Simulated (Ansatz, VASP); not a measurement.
Co in VASP and in Ansatz

Contents of INCAR:

```
PREC     = Accurate       # precision mode
ENCUT    = 600            # plane-wave cutoff, eV
EDIFF    = 1E-6           # SCF threshold, eV
ISMEAR   = 0              # smearing method
SIGMA    = 0.1            # smearing width, eV
LREAL    = False          # projectors in reciprocal space
LASPH    = True           # aspherical terms in the spheres
NELM     = 150            # most SCF steps
ALGO     = Normal         # electronic algorithm
ISIF     = 3              # what is computed and relaxed
LWAVE    = False          # write WAVECAR
LCHARG   = False          # write CHGCAR
ISPIN    = 2              # spin polarisation
MAGMOM   = 2.02 2.02 2.02 2.02 # initial moments
LORBIT   = 11             # projections on sites
LMAXMIX  = 4              # l up to which the mixer works
GGA      = PE             # functional
IBRION   = 2              # ionic algorithm
NSW      = 90             # ionic steps
EDIFFG   = -0.04          # ionic threshold
```

Contents of KPOINTS:

```
Automatic mesh
0
Gamma
  6 6 6
```

The input POSCAR:

```
Co
1.0
    3.6935103400      0.0000000000      0.0000000000
    0.0000000000      3.6935103400      0.0000000000
    0.0000000000      0.0000000000      3.6935103400
Co
4
Direct
    0.0300000000      0.0300000000      0.0300000000
    0.4700000000      0.9700000000      0.5300000000
    0.5300000000      0.4700000000      0.9700000000
    0.9700000000      0.5300000000      0.4700000000
```

Input for Ansatz:

```yaml
crystal:
  lattice:
    - [3.69351034, 0.0, 0.0]
    - [0.0, 3.69351034, 0.0]
    - [0.0, 0.0, 3.69351034]
  atoms:
    - { symbol: Co, position: [0.03, 0.03, 0.03], spin: 2.02 }
    - { symbol: Co, position: [0.47, 0.97, 0.53], spin: 2.02 }
    - { symbol: Co, position: [0.53, 0.47, 0.97], spin: 2.02 }
    - { symbol: Co, position: [0.97, 0.53, 0.47], spin: 2.02 }
basis:
  ecutwfc: 420
kpoints:
  mp_grid: { grid: [6, 6, 6] }
hamiltonian:
  xc: pbe
scf:
  occupations: { method: gaussian, width: 0.1 }
  lower_state_search: "off"
output:
  forces: true
  stress: true
  eigenvalues: true
  populations: true
magnetization:
  spin_polarized: true
relax:
  adjacent_minimum: "off"
  f_tol: 0.04
  max_steps: 70
  cell: { stress_tol: 0.4 }
```

Alike in both runs: task relaxation of cell and atoms; functional PBE; k mesh 6 × 6 × 6; occupations gaussian, width 0.1 eV; collinear spin.

```csv
,VASP,Ansatz
version,VASP 6.6.1,Ansatz 0.2.0
potentials or method,"VASP PAW PBE potentials, release 64 (Co)","scalar-relativistic, plane waves, PAW"
plane-wave cutoff (eV),600,420
valence electrons in the cell,36,68
```

```csv
,VASP,Ansatz,Ansatz less VASP
"gap on the k mesh at the Fermi level, each at its own relaxed structure (eV)",none,none,-
net moment per atom (μB),1.71,1.71,+0.006
size of the moment on the site where the two differ most (μB),1.72,1.78,+0.056
relaxed volume (Å³/atom),10.93,10.96,+0.032
relaxed cell length with the largest relative difference (Å),3.523,3.526,+0.0035
energy change over the relaxation (meV/atom),-192,-191,+1.0
```

Site moments also hang on the region over which each program counts them. A gap of «none» marks a metal or a gap that the smearing closes. The two sets of potentials don't hold the same shells in valence.
